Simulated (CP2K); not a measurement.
The system is Bi2Se3 (Paraguanajuatite).

```
CELL_PARAMETERS angstrom
9.84047 0.00000 0.00000
8.96834 4.05016 0.00000
8.96834 1.93118 3.56011
ATOMIC_POSITIONS crystal
Bi 0.59920 0.59920 0.59920
Bi 0.40080 0.40080 0.40080
Se 0.78830 0.78830 0.78830
Se 0.21170 0.21170 0.21170
Se 0.00000 0.00000 0.00000
```

Base run:

- Program: CP2K 2026.2
- Functional: PBE
- Potentials or basis: POTENTIAL_UZH Bi GTH-PBE-q5, Se GTH-PBE-q6; TZVP-MOLOPT-PBE-GTH basis
- Density cutoff: 6123 eV
- k mesh: 6 × 6 × 6
- Occupations: fermi-dirac, width 0.05 eV
- Spin: no spin polarisation

Its results: band gap on the k mesh 0.20 eV, direct; pressure 3.1 GPa; largest force 0.310 eV/Å.

The run is repeated on the same cell with these changes: functional from PBE to PBEsol. What comes out?

Band gap on the k mesh 0.12 eV, direct; pressure 1.7 GPa; largest force 0.413 eV/Å.

PBEsol binds more tightly than PBE, so the same cell stands under less pressure.

Caveats: spin-orbit coupling is left out, which as a rule narrows the gap of such compounds by several tenths of an eV; the basis of atomic orbitals isn't converged, which shifts pressures, moduli and gaps; the potentials were made for another functional, which shifts forces and pressure (some runs).
